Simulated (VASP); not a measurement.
Crystal: TiS2.

```
Ti S
1.0
     3.41200    0.00000    0.00000
    -1.70600    2.95488    0.00000
     0.00000    0.00000    5.69500
Ti S
1 2
Direct
  0.00000 0.00000 0.00000
  0.33333 0.66667 0.25000
  0.66667 0.33333 0.75000
```

```yaml
Program: VASP 6.6.1
Task: relaxation of cell and atoms
Functional: PBE
Potentials_or_basis: VASP PAW PBE potentials, release 64 (Ti, S)
Cutoff: 300 eV
k_mesh: 6 × 6 × 4
Occupations: methfessel-paxton, width 0.1 eV
Spin: no spin polarisation
```

At the start: pressure -0.2 GPa; volume 19.14 Å³/atom.

Question: How do energy, volume and symmetry change on relaxing?

Answer: Over 29 steps the energy falls by 6.6 meV/atom and the volume is 20.10 Å³/atom (+5.0 %); space group P-3m1 (No. 164, to 0.05 Å).

The path:
```tsv
step	energy change (eV)	largest force (eV/Å)	pressure (GPa)	volume (Å³)
1	0.0000	0.1223	-0.23	57.42
2	-0.0035	0.0385	0.56	57.19
3	-0.0044	0.0352	1.22	57.00
4	-0.0059	0.0209	1.11	57.11
5	-0.0097	0.0254	0.85	57.43
6	-0.0125	0.1251	0.38	58.07
7	-0.0139	0.1255	0.21	58.30
8	-0.0165	0.1308	-0.26	59.01
9	-0.0163	0.1486	-1.13	60.43
10	-0.0173	0.1365	-0.70	59.69
11	-0.0184	0.0772	-0.39	59.72
12	-0.0189	0.0190	-0.09	59.74
13	-0.0189	0.0004	0.01	59.75
14	-0.0190	0.0001	0.02	59.76
15	-0.0192	0.0003	0.06	59.77
16	-0.0195	0.0002	0.13	59.81
17	-0.0193	0.0034	0.28	59.87
18	-0.0195	0.0002	0.18	59.83
19	-0.0196	0.0308	-0.03	59.99
20	-0.0196	0.0278	-0.04	59.97
21	-0.0196	0.0235	0.02	59.95
22	-0.0196	0.0244	0.03	59.96
23	-0.0196	0.0266	0.01	59.97
24	-0.0196	0.0275	0.01	59.97
25	-0.0197	0.0238	-0.01	60.02
26	-0.0198	0.0138	-0.02	60.18
27	-0.0198	0.0068	-0.06	60.49
28	-0.0198	0.0022	-0.05	60.34
29	-0.0198	0.0049	-0.04	60.30
```

Final structure:
```
Ti S
1.0
     3.38816    0.00000    0.00000
    -1.69408    2.93424    0.00000
     0.00000    0.00000    6.06488
Ti S
1 2
Direct
  0.00000 0.00000 0.00000
  0.33333 0.66667 0.23630
  0.66667 0.33333 0.76370
```

Caveat: the cutoff is under 1.25 times the usual one of these potentials, so pressure, stress and relaxed cells hold a basis-set (Pulay) error; this functional lacks dispersion, which binds the layers, so the pressure and a relaxed spacing across them are unreliable.
